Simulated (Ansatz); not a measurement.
**CaO (rocksalt structure)**

Level of theory: DFT, PBEsol, scalar-relativistic, no spin polarisation; plane waves to 420 eV with PAW datasets (Ansatz 0.2.0), Γ-centred 12×12×12 mesh, 0.05 eV Gaussian smearing; PAW files: Ansatz's generated set soft_2.

```
Ca O
1.0
     0.00000    2.38343    2.38343
     2.38343    0.00000    2.38343
     2.38343    2.38343    0.00000
Ca O
1 1
Direct
  0.50000 0.50000 0.50000
  0.00000 0.00000 0.00000
```

The compound is reported in the structure type of the start.

The cell is relaxed to zero pressure at this level.

The cell has space group Fm-3m (read at 0.01 Å). In it the stress is 0.02, 0.02, 0.02, 0.00, 0.00, 0.00 GPa and the largest force component 0.000 eV/Å. Each change below starts from this cell, without further relaxation. Stress is in GPa, positive in compression, in the order xx, yy, zz, yz, xz, xy; energies are counted from the cell above.

**Question.** One atom was moved along a Cartesian axis, and these forces appeared. Which atom, and about how far?
```tsv
atom	Fx (eV/Å)	Fy	Fz
Ca1	0.000	0.000	0.416
O2	0.000	0.000	-0.416
```

**Answer.** Atom 2 (O) is moved by 0.12 Å along z; the energy changes by 23.8 meV per cell. Moving the other atom the opposite way is the same thing.

**Question.** A single strain component, atoms carried along, gave the stress -0.01, 0.03, 0.03, -1.55, 0.00, 0.00. Which component, and about how large?

**Answer.** An engineering strain of 2 % in yz; the energy changes by 2.6 meV per cell.

